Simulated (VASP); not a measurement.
**A VASP 6.6.1 single-point calculation on CsH**

INCAR

```
LASPH = .TRUE.
EDIFF = 1E-7
SIGMA = 0.01
PREC = Accurate
IBRION = -1
ALGO = Normal
ISIF = 2
LCHARG = .FALSE.
NSW = 0
LWAVE = .FALSE.
LREAL = .FALSE.
ISMEAR = 0
ENCUT = 600
NELM = 90
METAGGA = R2SCAN
NBANDS = 12
```

KPOINTS

```
KPOINTS created by Atomic Simulation Environment
0
Gamma
6 6 6
0 0 0
```

POSCAR

```
Cs H
 1.0000000000000000
     3.7787657201000000    0.0880760037000000    0.0880760037000000
     0.0880760037000000    3.7787657201000000    0.0880760037000000
     0.0880760037000000    0.0880760037000000    3.7787657201000000
 Cs  H
   1   1
Cartesian
  0.0000000000000000  0.0000000000000000  0.0000000000000000
  1.9774588637499997  1.9774588637499997  1.9774588637499997
```

The recommended PBE PAW datasets give the neutral cell 10 valence electrons.

Command

```
mpirun -np 1 vasp_std
```

OSZICAR

```
N       E                     dE             d eps       ncg     rms          rms(c)
DAV:   1     0.188503406398E+02    0.18850E+02   -0.48148E+03   768   0.812E+02
DAV:   2    -0.281945059163E+02   -0.47045E+02   -0.44149E+02   980   0.122E+02
DAV:   3    -0.316880603582E+02   -0.34936E+01   -0.34867E+01   944   0.345E+01
DAV:   4    -0.317109748192E+02   -0.22914E-01   -0.22912E-01   904   0.321E+00
DAV:   5    -0.317110474473E+02   -0.72628E-04   -0.72628E-04   952   0.195E-01    0.333E+00
DAV:   6    -0.291095970946E+02    0.26015E+01   -0.53026E-01   884   0.475E+00    0.180E+00
DAV:   7    -0.289376941088E+02    0.17190E+00   -0.11231E+00   936   0.419E+00    0.912E-01
DAV:   8    -0.289459825540E+02   -0.82884E-02   -0.10787E-01   828   0.180E+00    0.308E-01
DAV:   9    -0.289499792537E+02   -0.39967E-02   -0.12457E-02   848   0.981E-01    0.269E-01
DAV:  10    -0.289471784494E+02    0.28008E-02   -0.34293E-03   860   0.264E-01    0.260E-02
DAV:  11    -0.289471386493E+02    0.39800E-04   -0.33614E-04   896   0.112E-01    0.133E-02
DAV:  12    -0.289471382656E+02    0.38367E-06   -0.13255E-05   892   0.208E-02    0.221E-03
DAV:  13    -0.289471390467E+02   -0.78103E-06   -0.11565E-06   916   0.702E-03    0.888E-04
DAV:  14    -0.289471388135E+02    0.23318E-06   -0.55752E-08   552   0.117E-03    0.137E-04
DAV:  15    -0.289471387890E+02    0.24446E-07   -0.99011E-09   476   0.618E-04
   1 F= -.28947139E+02 E0= -.28947139E+02  d E =-.227442-126
```

From OUTCAR

```
k-points           NKPTS =     32   k-points in BZ     NKDIM =     32   number of bands    NBANDS=     12

   NELECT =      10.0000    total number of electrons

   dimension x,y,z NGX =    30 NGY =   30 NGZ =   30
   dimension x,y,z NGXF=    60 NGYF=   60 NGZF=   60

  energy-cutoff  :      600.00
  volume of cell :       53.87
      direct lattice vectors                 reciprocal lattice vectors
     3.778765720  0.088076004  0.088076004     0.264917963 -0.006034102 -0.006034102
     0.088076004  3.778765720  0.088076004    -0.006034102  0.264917963 -0.006034102
     0.088076004  0.088076004  3.778765720    -0.006034102 -0.006034102  0.264917963

 k-points in reciprocal lattice and weights: KPOINTS created by Atomic Simulation Env
   0.00000000  0.00000000  0.00000000       0.005
   0.16666667 -0.00000000 -0.00000000       0.028
   0.33333333 -0.00000000 -0.00000000       0.028
   0.50000000 -0.00000000  0.00000000       0.014
   0.16666667  0.16666667 -0.00000000       0.028
   0.33333333  0.16666667 -0.00000000       0.056
   0.50000000  0.16666667 -0.00000000       0.056
  -0.33333333  0.16666667  0.00000000       0.056
   ...

 E-fermi :   0.7716

 k-point     1 :       0.0000    0.0000    0.0000
  band No.  band energies     occupation
      1     -21.8546      2.00000
      2      -7.4933      2.00000
      3      -7.4933      2.00000
      4      -7.4601      2.00000
      5      -1.3176      2.00000
      6       4.4351      0.00000
      7       4.4351      0.00000
      8       8.7056      0.00000
      9      10.6771      0.00000
     10      10.6771      0.00000
     11      10.9959      0.00000
     12      11.5107      0.00000

 k-point     2 :       0.1667   -0.0000   -0.0000
  band No.  band energies     occupation
      1     -21.8105      2.00000
      2      -7.9648      2.00000
      3      -7.4525      2.00000
      4      -7.4319      2.00000
      5      -0.9067      2.00000
      6       4.6021      0.00000
      7       4.9332      0.00000
      8       8.1037      0.00000
      9       9.1390      0.00000
     10       9.3664      0.00000
     11      10.7992      0.00000
     12      12.6042      0.00000

 k-point     3 :       0.3333   -0.0000   -0.0000
  band No.  band energies     occupation
      1     -21.7197      2.00000
      2      -8.7728      2.00000
      3      -7.3687      2.00000
      4      -7.3524      2.00000
      5      -0.0906      2.00000
      6       4.5319      0.00000
      7       4.9848      0.00000
      8       7.7448      0.00000
      9       7.9224      0.00000
     10       9.5850      0.00000
     11      10.9787      0.00000
     12      11.9833      0.00000

 k-point     4 :       0.5000   -0.0000    0.0000
  band No.  band energies     occupation
      1     -21.6730      2.00000
      2      -9.1254      2.00000
      3      -7.3257      2.00000
      4      -7.3114      2.00000
      5       0.4069      2.00000
      6       3.8675      0.00000
      7       5.2043      0.00000
      8       7.2710      0.00000
      9       7.4127      0.00000
     10      11.0975      0.00000
     11      11.1463      0.00000
     12      12.2845      0.00000

 ...

  Total        0.2093936      0.2093936      0.2093936     -0.0813214     -0.0813214     -0.0813214
  in kB        6.2276095      6.2276095      6.2276095     -2.4185936     -2.4185936     -2.4185936
  external PRESSURE =       6.2276095 kB  Pullay stress =       0.0000000 kB

 POSITION                                       TOTAL-FORCE (eV/Angst)
 -----------------------------------------------------------------------------------
      0.00000      0.00000      0.00000        -0.000000      0.000000      0.000000
      1.97746      1.97746      1.97746         0.000000     -0.000000      0.000000
 -----------------------------------------------------------------------------------
    total drift:                               -0.000000     -0.000000     -0.000000

  FREE ENERGIE OF THE ION-ELECTRON SYSTEM (eV)
  ---------------------------------------------------
  free  energy   TOTEN  =       -28.9471387890 eV

  energy  without entropy=      -28.9471387890  energy(sigma->0) =      -28.94713879
```

It converged. Results: gap between bands v and c on the k mesh 2.86 eV; least direct gap on the k mesh 2.86 eV; pressure 0.6 GPa. Band v is the last that the valence electrons fill when counted band by band, and c is the next.

For comparison, a separate r²SCAN run of the intended cell, on usual settings and not on those above, gives a gap of 2.86 eV on its mesh and a pressure of 0.6 GPa.

The run above took about 66 s on one core of a shared host (Intel Xeon Platinum 8488C) and held 0.18 GiB at most.
